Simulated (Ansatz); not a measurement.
Problem. ZrO2 in space group P4_2/nmc (No. 137; Zr on 2a, O on 4d) is relaxed with plane-wave PAW r²SCAN (Ansatz code). What lattice parameters of the conventional cell result?

Solution. a = 3.601 Å, c = 5.228 Å.

Problem. Give the free coordinates with the occupied sites.

Solution. In one choice of origin and axes:

| atom | site | symmetry | x | y | z |
|---|---|---|---|---|---|
| Zr | 2a | -4m2 | 0.0000 | 0.0000 | 0.0000 |
| O | 4d | 2mm. | 0.0000 | 0.5000 | 0.1968 |

Problem. Is it a metal or does it have a gap at this level?

Solution. A gap of 4.60 eV, indirect.

This is a known high-temperature phase of the composition, computed here at zero pressure and temperature. Symmetry was held in the r²SCAN relaxation; its stability against distortions is not shown here. The run is not spin-polarised. Spin–orbit coupling is left out wherever it is not named.

Potentials: the later of the program's two PAW sets.
